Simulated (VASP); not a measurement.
## ZnS in VASP 6.6.1, single-point calculation

INCAR

```
EDIFF = 1E-7
NSW = 0
LDAUJ = 0 0
LDAU = .TRUE.
LDAUL = 2 -1
LMAXMIX = 4
ALGO = Normal
LCHARG = .FALSE.
LDAUTYPE = 2
LREAL = .FALSE.
IBRION = -1
ISIF = 2
SIGMA = 0.01
METAGGA = R2SCAN
ENCUT = 520
LDAUU = 1.0 0
NELM = 120
NBANDS = 16
LASPH = .TRUE.
LWAVE = .FALSE.
ISMEAR = 0
PREC = Accurate
```

KPOINTS

```
KPOINTS created by Atomic Simulation Environment
0
Monkhorst-Pack
8 8 8
0 0 0
```

POSCAR

```
Zn S
 1.0000000000000000
     0.0000000000000000    2.6940858315445904    2.6940858315445904
     2.6940858315445904    0.0000000000000000    2.6940858315445904
     2.6940858315445904    2.6940858315445904    0.0000000000000000
 Zn  S
   1   1
Cartesian
  0.0000000000000000  0.0000000000000000  0.0000000000000000
  1.3470429157722950  1.3470429157722950  1.3470429157722950
```

The recommended PBE PAW datasets give the neutral cell 18 valence electrons.

Command

```
mpirun -np 1 vasp_std
```

OSZICAR

```
N       E                     dE             d eps       ncg     rms          rms(c)
DAV:   1     0.754496489984E+02    0.75450E+02   -0.90876E+03  1928   0.138E+03
DAV:   2    -0.158180437120E+02   -0.91268E+02   -0.85391E+02  2152   0.267E+02
DAV:   3    -0.217807703520E+02   -0.59627E+01   -0.59376E+01  2424   0.674E+01
DAV:   4    -0.218388540222E+02   -0.58084E-01   -0.58073E-01  2312   0.683E+00
DAV:   5    -0.218394269022E+02   -0.57288E-03   -0.57287E-03  2512   0.638E-01    0.757E+00
DAV:   6    -0.188032066078E+02    0.30362E+01   -0.13657E+00  2032   0.349E+01    0.656E+00
DAV:   7    -0.187737538582E+02    0.29453E-01   -0.41224E-01  2432   0.102E+01    0.369E+00
DAV:   8    -0.187891036077E+02   -0.15350E-01   -0.31677E-02  2560   0.176E+00    0.115E+00
DAV:   9    -0.187903300789E+02   -0.12265E-02   -0.37021E-03  2432   0.122E+00    0.115E-01
DAV:  10    -0.187904910420E+02   -0.16096E-03   -0.92320E-04  2376   0.332E-01    0.730E-02
DAV:  11    -0.187904973777E+02   -0.63357E-05   -0.24145E-04  2512   0.354E-01    0.657E-02
DAV:  12    -0.187905152293E+02   -0.17852E-04   -0.11741E-04  2320   0.261E-01    0.117E-02
DAV:  13    -0.187905193286E+02   -0.40993E-05   -0.52779E-06  2560   0.289E-02    0.754E-03
DAV:  14    -0.187905174851E+02    0.18435E-05   -0.14673E-06  2104   0.242E-02    0.202E-03
DAV:  15    -0.187905182482E+02   -0.76314E-06   -0.38809E-08  1192   0.194E-03    0.988E-04
DAV:  16    -0.187905181414E+02    0.10685E-06   -0.72671E-09   984   0.180E-03    0.122E-04
DAV:  17    -0.187905181047E+02    0.36687E-07   -0.10023E-09  1008   0.297E-04
   1 F= -.18790518E+02 E0= -.18790518E+02  d E =-.287445E-82
```

Standard output (part)

```
POSCAR found type information on POSCAR ZnS
 POSCAR found :  2 types and       2 ions
 LDA part: xc-table for (None), standard interpolation
 POSCAR, INCAR and KPOINTS ok, starting setup
 WAVECAR not read
 entering main loop
```

From OUTCAR

```
k-points           NKPTS =     60   k-points in BZ     NKDIM =     60   number of bands    NBANDS=     16

   NELECT =      18.0000    total number of electrons

   dimension x,y,z NGX =    28 NGY =   28 NGZ =   28
   dimension x,y,z NGXF=    56 NGYF=   56 NGZF=   56

  energy-cutoff  :      520.00
  volume of cell :       39.11
      direct lattice vectors                 reciprocal lattice vectors
     0.000000000  2.694085832  2.694085832    -0.185591711  0.185591711  0.185591711
     2.694085832  0.000000000  2.694085832     0.185591711 -0.185591711  0.185591711
     2.694085832  2.694085832  0.000000000     0.185591711  0.185591711 -0.185591711

 k-points in reciprocal lattice and weights: KPOINTS created by Atomic Simulation Env
   0.06250000  0.06250000  0.06250000       0.004
   0.18750000  0.06250000  0.06250000       0.012
   0.31250000  0.06250000  0.06250000       0.012
   0.43750000  0.06250000  0.06250000       0.012
  -0.43750000  0.06250000  0.06250000       0.012
  -0.31250000  0.06250000  0.06250000       0.012
  -0.18750000  0.06250000  0.06250000       0.012
  -0.06250000  0.06250000  0.06250000       0.012
   ...

 E-fermi :   1.9466

 k-point     1 :       0.0625    0.0625    0.0625
  band No.  band energies     occupation
      1     -11.7903      2.00000
      2      -4.9842      2.00000
      3      -4.9805      2.00000
      4      -4.9805      2.00000
      5      -4.4554      2.00000
      6      -4.4554      2.00000
      7       1.5162      2.00000
      8       1.8124      2.00000
      9       1.8124      2.00000
     10       4.9113      0.00000
     11       8.7709      0.00000
     12       8.8970      0.00000
     13       8.8970      0.00000
     14      13.9392      0.00000
     15      13.9392      0.00000
     16      14.7817      0.00000

 k-point     2 :       0.1875    0.0625    0.0625
  band No.  band energies     occupation
      1     -11.6344      2.00000
      2      -4.9714      2.00000
      3      -4.9562      2.00000
      4      -4.9444      2.00000
      5      -4.4639      2.00000
      6      -4.4499      2.00000
      7       0.4023      2.00000
      8       1.4019      2.00000
      9       1.7198      2.00000
     10       5.7539      0.00000
     11       8.5830      0.00000
     12       9.1195      0.00000
     13       9.4253      0.00000
     14      12.9837      0.00000
     15      13.6968      0.00000
     16      15.6916      0.00000

 k-point     3 :       0.3125    0.0625    0.0625
  band No.  band energies     occupation
      1     -11.3064      2.00000
      2      -4.9068      2.00000
      3      -4.9026      2.00000
      4      -4.8664      2.00000
      5      -4.4632      2.00000
      6      -4.4401      2.00000
      7      -1.3138      2.00000
      8       1.0105      2.00000
      9       1.4035      2.00000
     10       6.1665      0.00000
     11       9.2665      0.00000
     12       9.4468      0.00000
     13       9.7283      0.00000
     14      12.9342      0.00000
     15      14.0323      0.00000
     16      15.0213      0.00000

 ...

  Total       -0.0516131     -0.0516131     -0.0516131      0.0000000      0.0000000     -0.0000000
  in kB       -2.1144939     -2.1144939     -2.1144939      0.0000000      0.0000000     -0.0000000
  external PRESSURE =      -2.1144939 kB  Pullay stress =       0.0000000 kB

 POSITION                                       TOTAL-FORCE (eV/Angst)
 -----------------------------------------------------------------------------------
      0.00000      0.00000      0.00000         0.000000      0.000000      0.000000
      1.34704      1.34704      1.34704        -0.000000     -0.000000     -0.000000
 -----------------------------------------------------------------------------------
    total drift:                                0.000011      0.000011      0.000011

  FREE ENERGIE OF THE ION-ELECTRON SYSTEM (eV)
  ---------------------------------------------------
  free  energy   TOTEN  =       -18.7905181047 eV

  energy  without entropy=      -18.7905181047  energy(sigma->0) =      -18.79051810
```

It converged. Results: gap between bands v and c on the k mesh 3.10 eV; least direct gap on the k mesh 3.10 eV; pressure -0.2 GPa. Band v is the last that the valence electrons fill when counted band by band, and c is the next.

The shifted mesh misses Γ, so a band edge there is missed.

For comparison, a separate r²SCAN run of the intended cell, on usual settings and not on those above, gives a gap of 2.72 eV on its mesh and a pressure of 0.1 GPa.

The run above took about 1.9 min on one core of a shared host (Intel Xeon Platinum 8488C) and held 0.18 GiB at most.
